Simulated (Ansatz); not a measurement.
**Mg2ZnO3: the cell at several levels of theory**

The task here is to estimate one member of a computed series from the others.

Code: Ansatz 0.2.0. PAW datasets, plane waves, zero pressure. Computed at 0 K without zero-point motion; spin polarisation is off.

### The structure to begin with

It is trigonal, P-3m1 (No. 164); a = 3.033 Å, c = 7.403 Å in the conventional setting, 9.83 Å³ an atom. Near Mg stand 6 O at 2.12–2.14 Å; near Zn stand 6 O at 2.17 Å; near O stand 3 Mg at 2.12 Å and 3 Zn at 2.17 Å; near O stand 6 Mg at 2.14 Å.

The structure in full:

Space group P-3m1 (No. 164). a = 3.033 Å, b = 3.033 Å, c = 7.403 Å, α = 90.00°, β = 90.00°, γ = 120.00°
```json
{"atom": "Mg", "site": "2d", "symmetry": "3m.", "x": "0.3333", "y": "0.6667", "z": "0.6658"}
{"atom": "Zn", "site": "1a", "symmetry": "-3m.", "x": "0.0000", "y": "0.0000", "z": "0.0000"}
{"atom": "O", "site": "2d", "symmetry": "3m.", "x": "0.3333", "y": "0.6667", "z": "0.1726"}
{"atom": "O", "site": "1b", "symmetry": "-3m.", "x": "0.0000", "y": "0.0000", "z": "0.5000"}
```

The first run:

input.yaml reads:

```yaml
crystal:
  lattice:
    - [3.032998591, 0.0, 0.0]
    - [-1.5164992955, 2.6266538294, 0.0]
    - [0.0, 0.0, 7.403316]
  atoms:
    - { symbol: Mg, position: [0.33333333, 0.66666667, 0.6658] }
    - { symbol: Mg, position: [0.66666667, 0.33333333, 0.3342] }
    - { symbol: Zn, position: [0.0, 0.0, 0.0] }
    - { symbol: O, position: [0.33333333, 0.66666667, 0.172619] }
    - { symbol: O, position: [0.66666667, 0.33333333, 0.827381] }
    - { symbol: O, position: [0.0, 0.0, 0.5] }
kpoints:
  mp_grid: { grid: [12, 12, 4] }
hamiltonian:
  xc: pbe
scf:
  occupations: { method: fermi_dirac, width: 0.02 }
relax:
  f_tol: 0.005
  cell: {}
```

Started as:

```sh
$ ansatz run input.yaml --threads 4 --pin off --max-ram 5529MiB --backend cpu --events-out ev --progress --plain --runs-dir out
```

Among the steps run: Relaxation with PBE; Relaxation with r2SCAN; Relaxing with PBEsol; Relaxing with LDA.

One table of the session follows, with a row left open; its other results are not shown here.

```
 level  a (Å)  c (Å)  volume (Å³/atom)
   PBE      ?      ?                 ?
r2SCAN  2.991  7.306             9.435
PBEsol  2.997  7.307             9.472
   LDA  2.959  7.212             9.115
```

Q: Estimate the row for PBE from the others.

**Answer.** a (Å): 3.030; c (Å): 7.395; volume (Å³/atom): 9.801. In the column «a (Å)» it is the highest.

In words: The first relaxation changed the volume by -0.3 % from the start. LDA gives the smallest cell and PBE the largest; they differ by 7.5 % in volume, a mean of 2.5 % in length.
